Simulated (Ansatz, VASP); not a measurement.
# Ti in VASP and in Ansatz

```
CELL_PARAMETERS angstrom
2.95000 0.00000 0.00000
-1.47500 2.55477 0.00000
0.00000 0.00000 4.68600
ATOMIC_POSITIONS crystal
Ti 0.33333 0.66667 0.25000
Ti 0.66667 0.33333 0.75000
```

Alike in both runs: task electric field gradients; functional PBE; k mesh 13 × 13 × 7; occupations fermi-dirac, width 0.08 eV; no spin polarisation.

```csv
,VASP,Ansatz
version,VASP 6.6.1,Ansatz 0.2.0
potentials or method,"VASP PAW PBE potentials, release 64 (Ti_sv)","PAW with Ansatz's default frozen-core files, scalar-relativistic"
plane-wave cutoff (eV),520,420
valence electrons in the cell,24,24
```

```tsv
	VASP	Ansatz	Ansatz less VASP
pressure (GPa)	-1.8	-1.6	+0.25
largest component of the traceless stress (GPa)	0.26	0.26	-0.003
Vzz of the field gradient on the site that differs most (V/Å²)	16.5	18.3	+1.81
```
